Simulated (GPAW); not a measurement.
Runs of GPAW 26.7.0 on GaP. It takes space group F-43m (No. 216, cubic). The conventional cell has a = 5.451 Å, b = 5.451 Å, c = 5.451 Å, α = 90.00°, β = 90.00°, γ = 90.00°. Around Ga (site symmetry -43m) lie 4 P at 2.36 Å. P (site symmetry -43m) is surrounded by 4 Ga at 2.36 Å. 

| task | level | k mesh | cutoff (eV) | smearing | maxiter | response ecut | response k mesh | response bands | kernels | other keys | mesh quality | gap on the mesh (eV) | pressure (GPa) |
| --- | --- | --- | --- | --- | --- | --- | --- | --- | --- | --- | --- | --- | --- |
| single point | PBE | 7 × 7 × 7 | 500 | fermi-dirac 0.01 eV | 150 | - | - | - | - | - | not flagged | 1.61 | 4.6 |
| dielectric tensor | PBE | 7 × 7 × 7 | 500 | fermi-dirac 0.001 eV | 150 | 80 eV | 21 × 21 × 21 | 20 | ["RPA", "LR0.1", "LR0.3"] | - | not flagged | 1.61 | - |
| single point | r2SCAN | 7 × 7 × 7 | 450 | fermi-dirac 0.01 eV | 150 | - | - | - | - | - | not flagged | 1.88 | 1.5 |
| hybrid scf | r2SCAN50 | 4 × 4 × 4 | 500 | fermi-dirac 0.001 eV | 40 | - | - | - | - | - | coarse | 4.46 | - |
| one-shot levels on a semilocal density | TPSS | 6 × 6 × 6 | 500 | fermi-dirac 0.05 eV | 80 | - | - | - | - | several, not listed | not flagged | (a) | - |
| single point | PBE | 7 × 7 × 7 | 450 | fermi-dirac 0.01 eV | 150 | - | - | - | - | - | not flagged | 1.61 | 4.6 |

Alike in all rows: potentials or basis GPAW PAW data sets (gpaw-data 1.2.1), pw; no spin polarisation; cell as given.

Problem. Fill in the values left out.

Solution. (a) 1.69.

Caveats: some runs use coarse meshes; an odd mesh through Γ misses points on the zone boundary, where band edges often lie (some runs); the cutoff is short for stress and forces, so pressures can be off by a GPa or more (some runs); the PAW data sets were made with another functional, which shifts forces and pressure a little (some runs); the long-wavelength limit can be off by a per cent or two (some runs); exact exchange converges slowly with the k mesh, and this mesh is small (some runs); the scaled meta-GGA exchange is a class typed in the script (some runs).

A k mesh can miss the band edges, and the runs leave out spin-orbit coupling on Ga.
